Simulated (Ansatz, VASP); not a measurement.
# As in VASP and in Ansatz

File INCAR:

```
  PREC = Accurate
  ENCUT = 520
  EDIFF = 1E-6
  ISMEAR = -1
  SIGMA = 0.05
  LREAL = False
  LASPH = True
  NELM = 100
  ALGO = Fast
  ISIF = 2
  LWAVE = False
  LCHARG = False
  GGA = PE
  NBANDS = 18
```

The input KPOINTS:

```
Automatic mesh
0
Gamma
  10 10 8
```

The input POSCAR:

```
As
1.0
    1.8250000000     -5.5000000000      0.0000000000
    1.8250000000      5.5000000000      0.0000000000
    0.0000000000      0.0000000000      4.4700000000
As
4
Direct
    0.1100000000      0.8900000000      0.9400000000
    0.6100000000      0.3900000000      0.5600000000
    0.8900000000      0.1100000000      0.0600000000
    0.3900000000      0.6100000000      0.4400000000
```

Input for Ansatz:

```yaml
crystal:
  lattice:
    - [1.825, -5.5, 0.0]
    - [1.825, 5.5, 0.0]
    - [0.0, 0.0, 4.47]
  atoms:
    - { symbol: As, position: [0.11, 0.89, 0.94] }
    - { symbol: As, position: [0.61, 0.39, 0.56] }
    - { symbol: As, position: [0.89, 0.11, 0.06] }
    - { symbol: As, position: [0.39, 0.61, 0.44] }
kpoints:
  mp_grid: { grid: [10, 10, 8] }
  band_path:
    path:
      - [0.0, 0.0, 0.0]
      - [-0.5, 0.5, 0.0]
      - [-0.2775258264, 0.7224741736, 0.0]
      - [0.2775258264, 0.2775258264, 0.0]
      - [0.0, 0.0, 0.0]
      - [0.0, 0.0, 0.5]
      - [0.2775258264, 0.2775258264, 0.5]
      - [-0.2775258264, 0.7224741736, 0.5]
      - [-0.5, 0.5, 0.5]
    npoints: 8
scf:
  occupations: { method: fermi_dirac, width: 0.05 }
hamiltonian:
  xc: pbe
  pseudopotentials: { kind: all_electron, lapw: { basis_error: 0.001 } }
output:
  forces: true
  stress: true
  eigenvalues: true
  populations: true
  dos: { projected: true, de: 0.2, e_range: [-14, 8] }
```

This isn't the form of As at room conditions, which is rhombohedral.

Alike in both runs: task single point; functional PBE; k mesh 10 × 10 × 8; occupations fermi-dirac, width 0.05 eV; no spin polarisation.

```csv
,VASP,Ansatz
version,VASP 6.6.1,Ansatz 0.2.0
potentials or method,"VASP PAW PBE potentials, release 64 (As)","all-electron LAPW, scalar-relativistic"
plane-wave cutoff (eV),520,see its input
```

Ansatz gave:

```
pressure (GPa)                                  : 3.0
largest component of the traceless stress (GPa) : 0.87
rms of the force components (eV/Å)              : 0.075
```

**Question.** Estimate VASP's values.

**Answer.** Pressure (GPa): 3.3; largest component of the traceless stress (GPa): 0.83; rms of the force components (eV/Å): 0.097.

Atom by atom the forces differ by 0.038 eV/Å (rms over components). Ansatz ran all-electron here, so the differences hold the error of VASP's frozen core and of both bases.
